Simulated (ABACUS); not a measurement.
Write the native input for ABACUS 3.10.1 that does the following.

| Property | Result |
| --- | --- |
| Task | single point |
| Functional | TASK |
| Dispersion | D2 |
| Potentials or basis | PseudoDojo NC SR 0.5 PBE stringent |
| Cutoff | 1361 eV |
| Density cutoff | 5442 eV |
| Basis | DZP LCAO (the cutoffs set its grid) |
| k mesh | 4 × 4 × 10 |
| Occupations | gaussian, width 0.1 eV |
| Spin | collinear spin, ferromagnetic start |
| Starting moments | [0.5] μB |
| Fixed moment | 0.5 μB |
| Orbital files | H H_confined-atom_6au_2s1p.orb |
| Radial cutoff of the potentials (pseudo_rcut) | 10 bohr |
| SCF threshold on the density | 1e-07 |
| Max SCF steps | 100 |
| Eigensolver | genelpa |
| Mixing | broyden |
| Mixing share | 0.4 |
| Symmetry key | 1 |

The system is H.

```
H
1.0
     2.62614    0.02340    0.01422
     0.02340    2.62454   -0.03949
     0.00526   -0.01461    0.99848
H
1
Direct
  0.00000 0.00000 0.50000
```

These files were run (other wordings do the same):

INPUT

```
INPUT_PARAMETERS
suffix              H
calculation         scf
basis_type          lcao
pseudo_dir          ./
orbital_dir         ./
symmetry            1
dft_functional      MGGA_X_TASK+LDA_C_PW
ecutwfc             100
pseudo_rcut         10
nspin               2
nbands              5
ks_solver           genelpa
smearing_method     gauss
smearing_sigma      0.00734986
scf_thr             1e-07
scf_nmax            100
mixing_type         broyden
mixing_beta         0.4
cal_force           1
cal_stress          1
mixing_tau          1
vdw_method          d2
nupdown             0.5
out_mul             1
out_chg             1
```

STRU

```
ATOMIC_SPECIES
H 1.0080 H.upf

NUMERICAL_ORBITAL
H_confined-atom_6au_2s1p.orb

LATTICE_CONSTANT
1.8897261246

LATTICE_VECTORS
2.6261361300 0.0233965600 0.0142213400
0.0233965600 2.6245412300 -0.0394871800
0.0052625800 -0.0146121400 0.9984772900

ATOMIC_POSITIONS
Cartesian

H
0.0
1
0.0026312900 -0.0073060700 0.4992386450 1 1 1 mag 0.5
```

KPT

```
K_POINTS
0
Gamma
4 4 10 0 0 0
```

Potentials or basis: PseudoDojo NC SR 0.5 PBE stringent, DZP LCAO (the cutoffs set its grid).

Command:

```bash
$ OMP_NUM_THREADS=1 mpirun -np 4 abacus > log
```

Results of the run:

- Pressure: 48.4 GPa
- Net moment: 0.50 μB per cell
- Absolute moment: 0.50 μB per cell
- Site moments: H +0.50 μB
- Dispersion energy per atom: -0.037 eV

Caveat: the k mesh is coarse (spacing up to 0.63 Å⁻¹), so the values aren't converged; D2 carries the scale factor of PBE, as none is fitted for this functional; the atomic orbitals were generated for these runs and aren't a published set; a pressure of tens of GPa on the cell as given is suspect, and the run, the potentials or the cell itself is likely at fault; the potentials were made for another functional, which shifts forces and pressure; the basis of atomic orbitals isn't converged, which shifts pressures, moduli and gaps; the total moment is fixed, so each spin has its own Fermi level.

Run time: 13 s on 4 MPI ranks on AMD EPYC 7B13 (Zen 3), with other jobs on the host, peak memory 0.36 GiB a rank.
